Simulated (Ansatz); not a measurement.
TiSi$_{2}$, DFT, PBE, PAW with Ansatz's default frozen-core files, scalar-relativistic (Ansatz 0.2.0), run on 2 threads of Intel(R) Xeon(R) 6975P-C (Granite Rapids) on a shared host.

The cell is COD entry 1010453, as deposited and not checked against the literature; nothing was relaxed. It is an old determination, and later ones may differ.

Command: `ansatz run input.yaml --threads 2 --pin off --max-ram 6144MiB --backend cpu --events-out ev --progress --plain --runs-dir out`

```yaml
crystal:
  lattice:
    - [0.0, 4.118, 4.2615]
    - [2.3865, 0.0, 4.2615]
    - [2.3865, 4.118, 0.0]
  atoms:
    - { symbol: Ti, position: [0.75, 0.75, 0.75] }
    - { symbol: Ti, position: [0.5, 0.5, 0.5] }
    - { symbol: Si, position: [0.083, 0.417, 0.083] }
    - { symbol: Si, position: [0.417, 0.083, 0.417] }
    - { symbol: Si, position: [0.167, 0.833, 0.167] }
    - { symbol: Si, position: [0.833, 0.167, 0.833] }
kpoints:
  mp_grid: { grid: [8, 8, 8] }
  band_path:
    path:
      - [0.0, 0.0, 0.0]
      - [0.5, 0.0, 0.5]
      - [1.0, 0.5, 0.5]
      - [0.5, 0.5, 0.0]
      - [0.0, 0.0, 0.0]
      - [0.0, 0.4123673781, 0.4123673781]
      - [1.0, 0.5876326219, 0.5876326219]
      - [1.0, 0.5, 0.5]
      - [0.5, 0.0, 0.5]
    npoints: 14
scf:
  occupations: { method: fermi_dirac, width: 0.08 }
hamiltonian:
  xc: pbe
  pseudopotentials: { kind: paw }
output:
  forces: true
  stress: true
  eigenvalues: true
  efg: { contact_densities: true }
  populations: true
  bader: true
  dos: { projected: true, de: 0.2, e_range: [-14, 8] }
  write_density: true
  write_potential: true
  elf: true
  volumetric_format: npy
```

Q: How large is the problem that the program sets up?

A: 95 irreducible k-points, 1617 plane waves at Γ, 26 bands.

Q: About how long does it take, and how much memory does it use?

A: 31 s of wall time for 6 SCF iterations, with a peak of 0.55 GiB. Times on shared machines scatter by tens of per cent.

Q: And the same cell and mesh by LAPW (all electrons), asked for forces, stress, eigenvalues, populations, dos and the same band path, on the same hardware?

A: 32 s, peak memory 0.91 GiB.

Q: And the same cell and mesh by crystal-made all-electron datasets, asked for forces, stress, eigenvalues, efg and the same band path, on the same hardware?

A: 21 s, peak memory 0.93 GiB.
